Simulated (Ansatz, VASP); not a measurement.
**MgO in VASP and in Ansatz**

File INCAR:

```
SYSTEM = MgO
PREC = Accurate
ENCUT = 520
EDIFF = 1E-6
ISMEAR = 0
SIGMA = 0.05
LREAL = .FALSE.
LASPH = .TRUE.
NELM = 60
ALGO = Normal
ISIF = 2
LWAVE = .FALSE.
LCHARG = .FALSE.
GGA = PE
NBANDS = 26
```

KPOINTS

```
regular mesh
0
G
  9 9 4
  0 0 0
```

POSCAR

```
MgO
1.0
    3.0028330754      0.0000000000      0.0000000000
   -1.5014165377      2.6005297266      0.0000000000
    0.0000000000      0.0000000000     11.5446920417
Mg O
4 4
Direct
    0.3333333333      0.6666666667      0.9694906392
    0.0000000000      0.0000000000      0.2208211786
    0.0000000000      0.0000000000      0.7208211786
    0.6666666667      0.3333333333      0.4694906392
    0.3333333333      0.6666666667      0.7800420079
    0.0000000000      0.0000000000      0.5296443544
    0.0000000000      0.0000000000      0.0296443544
    0.6666666667      0.3333333333      0.2800420079
```

Input for Ansatz:

```yaml
crystal:
  lattice:
    - [3.0028330754, 0.0, 0.0]
    - [-1.5014165377, 2.6005297266, 0.0]
    - [0.0, 0.0, 11.5446920417]
  atoms:
    - { symbol: Mg, position: [0.3333333333, 0.6666666667, 0.9694906392] }
    - { symbol: Mg, position: [0.0, 0.0, 0.2208211786] }
    - { symbol: Mg, position: [0.0, 0.0, 0.7208211786] }
    - { symbol: Mg, position: [0.6666666667, 0.3333333333, 0.4694906392] }
    - { symbol: O, position: [0.3333333333, 0.6666666667, 0.7800420079] }
    - { symbol: O, position: [0.0, 0.0, 0.5296443544] }
    - { symbol: O, position: [0.0, 0.0, 0.0296443544] }
    - { symbol: O, position: [0.6666666667, 0.3333333333, 0.2800420079] }
basis:
  ecutwfc: 520.0
kpoints:
  mp_grid: { grid: [9, 9, 4] }
hamiltonian:
  xc: pbe
  pseudopotentials: { kind: paw, azcp: { folder: soft_1 } }
scf:
  occupations: { method: gaussian, width: 0.05 }
output:
  forces: true
  stress: true
  eigenvalues: true
```

Alike in both runs: task single point; functional PBE; k mesh 9 × 9 × 4; occupations gaussian, width 0.05 eV; no spin polarisation.

|  | VASP | Ansatz |
| --- | --- | --- |
| version | VASP 6.6.1 | Ansatz 0.2.0 |
| potentials or method | VASP PAW PBE potentials, release 64 (Mg, O) | scalar-relativistic, plane waves, PAW |
| plane-wave cutoff (eV) | 520 | 520 |
| valence electrons in the cell | 32 | 64 |

VASP gave:

* gap on the k mesh at the Fermi level (eV): 3.43
* least direct gap on the mesh (eV): 3.43
* pressure (GPa): 17.3
* largest component of the traceless stress (GPa): 30.38
* rms of the force components (eV/Å): 0.757

Task: What did Ansatz give for the same quantities?

Result: gap on the k mesh at the Fermi level (eV): 3.45; least direct gap on the mesh (eV): 3.45; pressure (GPa): 17.5; largest component of the traceless stress (GPa): 29.88; rms of the force components (eV/Å): 0.744.

Atom by atom the forces differ by 0.013 eV/Å (rms over components). The two sets of potentials don't hold the same shells in valence.

Caveats: so large a pressure means that the cell lies far from this level's equilibrium, or that cutoff or potentials fall short (VASP); an odd mesh through Γ misses points on the zone boundary, where band edges often lie; forces of over 1 eV/Å show positions far from the minimum, so gaps and moduli don't describe the material at rest.
